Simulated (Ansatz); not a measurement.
# Pd (Fm-3m) in Ansatz: settings compared, part 2 of 2

Ansatz 0.2.0. Earlier steps stand in the parts before.

## Step 3: Electron localisation function, m-r2SCAN, collinear spin, random start

input.yaml reads:

```yaml
crystal:
  lattice: { a: 2.7527666992, b: 2.7527666992, c: 2.7527666992, alpha: 60.0, beta: 60.0, gamma: 60.0 }
  atoms:
    - { symbol: Pd, position: [0.0, 0.0, 0.0], spin: 0.57 }
kpoints:
  mp_grid: { grid: [12, 12, 12] }
scf:
  occupations: { method: tetrahedron }
hamiltonian:
  xc: mr2scan
  pseudopotentials: { kind: all_electron, datasets: crystal }
magnetization:
  spin_polarized: true
output:
  forces: true
  stress: true
  eigenvalues: true
  elf: true
  volumetric_format: npy
```

Potentials or basis: all-electron PAW datasets made for the crystal.

On the command line:

```bash
$ ansatz run input.yaml --threads 1 --pin off --max-ram 2560MiB --backend cpu --events-out ev --progress --plain --runs-dir out
```

Output:

```text
Warning: output.forces, output.stress, relax.cell or npt_langevin: where a Kohn–Sham band that disperses or a degenerate level is filled in part under the method tetrahedron, the forces or the stress that this run publishes need not agree with its energy (scf.occupations.method in the input reference, under Limitations); prefer a smearing scheme for the forces or the stress
Warning: RAYON_NUM_THREADS=1 ignored (pool sized by the plan → 1); use --threads N
hamiltonian.pseudopotentials.datasets: crystal makes datasets for this crystal and solves the spheres of its atoms anew in each pass: cutoff 260.0 eV, the density's 1820.0 eV;, for an error of 0.50 meV an atom under PBE, 0.5 meV for the cell; an energy difference from a run of another recipe may be off by several times the error for the cell, under r2SCAN by more, where some 0.1 meV an atom stays at smaller errors; Pd in spheres of 1.376 Å, 18 of its electrons in bands
Engine: ansatz 0.2.0, aarch64-unknown-linux-gnu
Pseudopotentials: kind: all_electron
Pseudopotential: Pd, paw, valence charge 18, recommended cutoff 260 eV (normal), crystal/all_electron/r2scan/scalar/gaussian/Pd, Koelling and Harmon's equation, gaussian nucleus
Functional definition: m-r2SCAN
  exchange = m_r2scan_x
  correlation = m_r2scan_c
davidson cushion auto → on  (no smearing: the cushion is to keep the highest requested band from converging to the state above it; pin scf.eigensolver.cushion to override)
a search for the magnetic state begins, with frozen cores and fixed partial waves. It gives no result and prints no iterations
the search for the magnetic state of this step took 24 SCF iterations with frozen cores. It stayed in its first state, in which the spheres begin
Crystal: 1 atoms, lattice volume = 14.750 Å³
Basis set: ecut = 260 eV, 137 PW (Γ), exchange–correlation on 60×60×60 points (27 copies of the dense FFT grid, shifted against one another)
Bands: 14, of which v1, the nominal top of the filled ones, is band 9 counted from 1 (8 counted from 0)
Symmetry: 48 space group operations
Space group: Fm-3m (ITA 225), of the structure as read, at distance tolerance 2.5e-5 Å
Magnetic group: BNS 225.116 (UNI 1618), of the structure as read, at distance tolerance 2.5e-5 Å
[... 46 lines left out ...]
Past the cutoffs: a stress includes 0.0103 GPa for waves and charges beyond them, in addition to the slope of what the spheres take
In the spheres:  the bands' charges fall short by 2.9e-6 e at most (sound up to 1e-3)
Fermi energy:    21.264726 eV
--- Per-component energies (eV) ---
  E_band       = -123.811057
  E_kinetic    = 175.682678
  E_local      = -1283.141181  (includes V_loc(G=0)·N_el)
  E_nonlocal   = 89.933817
  E_hartree    = 717.581702
  E_xc         = -51.878700
  E_vxc        = -76.437196  (∫ρ·V_xc dr)
  E_paw        = -138655.197475  (= ΣΔE_a)
  E_vpaw       = -4898.637141  (= ΣTr[D̂ρ^β])
  E_vtau       = 5.542869  (kinetic-family band-sum trace: ∫τ·v_τ [+ j·A + Jᵃ·Aᵃ] dr)
  E_ewald      = -2747.316447
  E_smearing   = -0.000225  (= −TS)
  E_closure    = 4428.081784  (closes the sum)
  Σ components = -137326.254045   (vs F -137326.254045, Δ=0.00e0)
  The terms above E_closure are by the made datasets' own strengths, without shells solved beside the bands.
--- Forces (eV/Å), atoms counted from 1 ---
  atom   1  Pd     0.00000000    -0.00000000     0.00000000
  max |Σ_I F_I| component: 2.05e-33 eV/Å
--- Stress (GPa, compression-positive) ---
        2.354343      -0.000000       0.000000
        0.000000       2.354343       0.000000
       -0.000000      -0.000000       2.354343
  P = ⅓ Tr σ = 2.3543 GPa (23.543 kbar)
--- Band table (eV; the first three rows and the last of 144) ---
  k-point 0 ↑: bands = ["-65.1405", "-29.8060", "-29.8060", "-29.8060", "14.1507", "18.3729", "18.3729", "18.3729", "19.9789", "19.9789", "39.0332"]
  k-point 1 ↑: bands = ["-65.1366", "-29.8356", "-29.8102", "-29.8102", "14.4101", "18.2857", "18.4602", "18.4602", "19.9397", "19.9397", "39.2943"]
  k-point 2 ↑: bands = ["-65.1259", "-29.9160", "-29.8216", "-29.8216", "15.1050", "18.1445", "18.6342", "18.6342", "19.9180", "19.9180", "39.2227"]
  k-point 71 ↓: bands = ["-65.0466", "-30.0784", "-30.0784", "-29.9567", "16.8642", "17.8423", "17.8423", "19.9041", "21.6072", "30.7126", "30.7126"]
```

Run time: 25 s. Hardware: 1 thread of Arm Neoverse V2, shared host; peak memory 0.72 GiB.

What came out:

| Item | Value |
| --- | --- |
| Free energy | -137326.2540 eV |
| Pressure | 2.4 GPa |
| Band gap on the k mesh | none (metal or under the smearing width) |
| Net moment | 0.02 μB per cell |
| Absolute moment | 0.02 μB per cell |

Levels at points of the mesh, in eV from the Fermi level:
Spin up:
```tsv
k point	band 6	band 7	band 8	band 9	band 10	band 11
(0.00, 0.00, 0.00)	-2.89	-2.89	-2.89	-1.29	-1.29	17.77
(0.00, 0.00, -0.50)	-2.96	-2.96	-0.02	-0.02	1.36	7.76
(0.00, -0.50, -0.50)	-5.23	-0.08	0.33	0.33	3.72	11.36
```
Spin down:
| k point | band 6 | band 7 | band 8 | band 9 | band 10 | band 11 |
| --- | --- | --- | --- | --- | --- | --- |
| (0.00, 0.00, 0.00) | -2.88 | -2.88 | -2.88 | -1.28 | -1.28 | 17.77 |
| (0.00, 0.00, -0.50) | -2.95 | -2.95 | -0.01 | -0.01 | 1.36 | 7.77 |
| (0.00, -0.50, -0.50) | -5.22 | -0.07 | 0.34 | 0.34 | 3.72 | 11.36 |

Caveat: with tetrahedron occupations forces and stress needn't match the slope of the energy; the starting moments weren't kept.

## Step 4: Relaxation of cell and atoms, LDA+U

input.yaml reads:

```yaml
crystal:
  lattice:
    - [0.0, 1.9465, 1.9465]
    - [1.9465, 0.0, 1.9465]
    - [1.9465, 1.9465, 0.0]
  atoms:
    - { symbol: Pd, position_ang: [0.0, 0.0, 0.0] }
kpoints:
  mp_grid: { grid: [12, 12, 12] }
scf:
  occupations: { method: fermi_dirac, width: 0.05 }
  n_extra_bands: 16
hamiltonian:
  xc: lda
  pseudopotentials: { kind: all_electron, datasets: crystal }
  hubbard:
    sites: [{ species: Pd, l: d, u_eff: 6.2 }]
    double_counting: fll
    projectors: augmentation-sphere
output:
  forces: true
  stress: true
relax:
  f_tol: 0.005
  max_steps: 60
  cell: {}
```

On the command line:

```bash
$ ansatz run input.yaml --threads 1 --pin off --max-ram 2560MiB --backend cpu --events-out ev --progress --plain --runs-dir out
```

Run time: 24 s. Hardware: 1 thread of Arm Neoverse V2, shared host; peak memory 0.38 GiB.

Results (log left out):

```yaml
Free_energy: -137174.9293 eV
Relaxed_volume: 13.77 Å³/atom
Relaxed_cell: a = 2.691 Å, b = 2.691 Å, c = 2.691 Å, α = 60.00°, β = 60.00°, γ = 60.00°
Space_group_after_relaxing_to_0.05_Å: Fm-3m (No. 225)
Energy_gained_by_relaxing: 37.6 meV/atom
Ionic_steps: 6
Pressure_after_relaxing: 0.0 GPa
```

The path:
| step | energy change (eV) | largest force (eV/Å) | volume (Å³) |
| --- | --- | --- | --- |
| 1 | 0.0000 | 0.0000 | 14.75 |
| 2 | -0.0265 | 0.0000 | 13.30 |
| 3 | -0.0373 | 0.0000 | 13.85 |
| 4 | -0.0376 | 0.0000 | 13.78 |
| 5 | -0.0376 | 0.0000 | 13.77 |
| 6 | -0.0376 | 0.0000 | 13.77 |

Final structure:
```
Pd
1.0
     0.00000    1.90252    1.90252
     1.90252    0.00000    1.90252
     1.90252    1.90252    0.00000
Pd
1
Direct
  0.00000 0.00000 0.00000
```

Caveat: the U is typed as a test and isn't derived for this compound. Zero-point motion and thermal expansion aren't in these numbers.

## Step 5: Overview

```csv
task,level,potentials or basis,spin,U,cell,cutoff (eV),smearing,start of the occupations,double counting,hubbard projectors,scf n extra bands,basis error allowed,other keys,pressure (GPa),relaxed volume (Å³/atom)
relaxation of cell and atoms,SVWN5,"all-electron LAPW, scalar-relativistic",off,-,relaxed from: volume scaled by 1.15,-,fermi-dirac 0.05 eV,-,-,-,-,0.002 eV/atom,-,0.0,14.12
electron localisation function,m-r2SCAN,all-electron PAW datasets made for the crystal,"collinear, random start",-,as given,260,tetrahedron,-,-,-,-,-,-,2.4,-
relaxation of cell and atoms,LDA+U,all-electron PAW datasets made for the crystal,off,Pd d U = 6.2 eV,relaxed,-,fermi-dirac 0.05 eV,auto,fll,augmentation-sphere,16,-,scf.n_extra_bands = 16,0.0,13.77
```

Alike in all rows: k mesh 12 × 12 × 12.

Caveats: with tetrahedron occupations forces and stress needn't match the slope of the energy (some runs); the starting moments weren't kept (some runs); the U is typed as a test and isn't derived for this compound (some runs).

Compare energies only between runs with the same functional and basis.
